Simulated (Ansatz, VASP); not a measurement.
# One calculation of NaH, two programs

Contents of INCAR:

```
SYSTEM = NaH
  PREC = Accurate
  ENCUT = 520
  EDIFF = 1E-6
  ISMEAR = -1
  SIGMA = 0.03
  LREAL = .False.
  LASPH = .True.
  NELM = 100
  ALGO = Normal
  ISIF = 2
  LWAVE = .False.
  LCHARG = .False.
  NBANDS = 11
```

Contents of KPOINTS:

```
Automatic mesh
0
Gamma
  8 8 8
  0 0 0
```

Contents of POSCAR:

```
NaH
1.0
    0.0000000000      2.3864216652      2.3864216652
    2.3864216652      0.0000000000      2.3864216652
    2.3864216652      2.3864216652      0.0000000000
Na H
1 1
Direct
   -0.0300000000     -0.0300000000      0.0300000000
    0.5300000000      0.5300000000      0.4700000000
```

Input for Ansatz:

```yaml
crystal:
  lattice:
    - [0.0, 2.3864216652, 2.3864216652]
    - [2.3864216652, 0.0, 2.3864216652]
    - [2.3864216652, 2.3864216652, 0.0]
  atoms:
    - { symbol: Na, position: [-0.03, -0.03, 0.03] }
    - { symbol: H, position: [0.53, 0.53, 0.47] }
kpoints:
  mp_grid: { grid: [8, 8, 8] }
scf:
  occupations: { method: fermi_dirac, width: 0.03 }
hamiltonian:
  xc: lda
  pseudopotentials: { kind: all_electron, lapw: { basis_error: 0.001 } }
output:
  forces: true
  stress: true
  eigenvalues: true
  populations: true
```

Change from the starting cell: shortest bond scaled by 0.88, LAPW.

Alike in both runs: task single point; functional LDA; k mesh 8 × 8 × 8; occupations fermi-dirac, width 0.03 eV; no spin polarisation.

|  | VASP | Ansatz |
| --- | --- | --- |
| version | VASP 6.6.1 | Ansatz 0.2.0 |
| potentials or method | VASP PAW LDA potentials, release 64 (Na_pv, H) | all-electron LAPW, scalar-relativistic |
| plane-wave cutoff (eV) | 520 | see its input |

VASP gave:

| Property | Result |
| --- | --- |
| gap on the k mesh at the Fermi level (eV) | 3.44 |
| pressure (GPa) | -0.6 |
| largest component of the traceless stress (GPa) | 2.05 |
| rms of the force components (eV/Å) | 0.204 |

Problem. Estimate Ansatz's values.

Solution. gap on the k mesh at the Fermi level (eV): 3.44; pressure (GPa): -0.5; largest component of the traceless stress (GPa): 2.03; rms of the force components (eV/Å): 0.202.

Atom by atom the forces differ by 0.002 eV/Å (rms over components). Ansatz ran all-electron here, so the differences hold the error of VASP's frozen core and of both bases.

A k mesh can miss the band edges.
